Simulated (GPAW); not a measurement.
Crystal: TiAl.

```
Ti Al
1.0
     3.17906    0.00000    0.00000
     0.00000    3.17906    0.00000
     0.00000    0.00000    3.17906
Ti Al
1 1
Direct
  0.00000 0.00000 0.00000
  0.50000 0.50000 0.50000
```

The cell comes from a database or a generator and needn't be the stable form of this composition.

| Quantity | Value |
| --- | --- |
| Program | GPAW 26.7.0 |
| Task | relaxation of cell and atoms |
| Functional | PBEsol |
| Dispersion | D4 |
| Potentials or basis | PAW data sets generated in the run's folder for this functional |
| Cutoff | 600 eV |
| Basis | pw |
| k mesh | 8 × 8 × 8 |
| Occupations | fermi-dirac, width 0.05 eV |
| Spin | no spin polarisation |

At the start: pressure -4.1 GPa; volume 16.06 Å³/atom.

Question: Where does the relaxation end?

Answer: Over 3 steps the energy falls by 5.8 meV/atom and the volume is 15.49 Å³/atom (-3.6 %); space group Pm-3m (No. 221, to 0.05 Å).

Step by step:
| step | energy change (eV) | largest force (eV/Å) | pressure (GPa) | volume (Å³) |
| --- | --- | --- | --- | --- |
| 1 | 0.0000 | 0.0000 | -4.08 | 32.13 |
| 2 | -0.0057 | 0.0000 | -3.12 | 31.85 |
| 3 | -0.0115 | 0.0000 | 0.12 | 30.98 |

Final structure:
```xyz
2
Lattice="3.1408 0.0000 0.0000 0.0000 3.1408 0.0000 0.0000 0.0000 3.1408" Properties=species:S:1:pos:R:3 pbc="T T T"
Ti    0.0000    0.0000    0.0000
Al    1.5704    1.5704    1.5704
```

Caveat: later steps reuse the first step's grids; pairwise dispersion overbinds metals, which lowers pressure and volume.
